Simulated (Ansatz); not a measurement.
## Calculated electrostatic potentials at the Ge nuclei for Ge₃N₄

Cell: a structure deposited in the COD, whose atoms a relaxation with PBE at fixed cell left in place.

```cif
data_Ge3N4
_symmetry_space_group_name_H-M 'Fd-3m:1'
_symmetry_Int_Tables_number 227
_cell_length_a 8.3091
_cell_length_b 8.3091
_cell_length_c 8.3091
_cell_angle_alpha 90.000
_cell_angle_beta 90.000
_cell_angle_gamma 90.000
loop_
_atom_site_label
_atom_site_type_symbol
_atom_site_symmetry_multiplicity
_atom_site_Wyckoff_symbol
_atom_site_fract_x
_atom_site_fract_y
_atom_site_fract_z
Ge1 Ge 16 d 0.1250 0.1250 0.6250
Ge5 Ge 8 a 0.5000 0.5000 0.0000
N N 32 e 0.8832 0.8832 0.3832
```

One atom of each set is listed; the run and its k-mesh use a cell of 14 atoms with edges of 5.88, 5.88, 5.88 Å.

Computed with Ansatz: DFT, PBE, plane waves and PAW (field gradients read without the response of the frozen cores, which leaves them typically 4 to 6 % off), scalar-relativistic, 420 eV cutoff, Γ-centred 6×6×6 k-points, Fermi–Dirac smearing 0.02 eV.

The potential at a nucleus is that of all electrons and the other nuclei. A higher potential binds the core electrons more strongly, so differences between sites of one element are the initial-state part of core-level shifts.

(1) Rank the Ge sites by the potential at the nucleus, lowest first, and give each against the lowest.
A. Ge1: 6 N at 2.01 Å
B. Ge5: 4 N at 1.92 Å

Results:

(1) A (0.00 V), B (0.54 V).
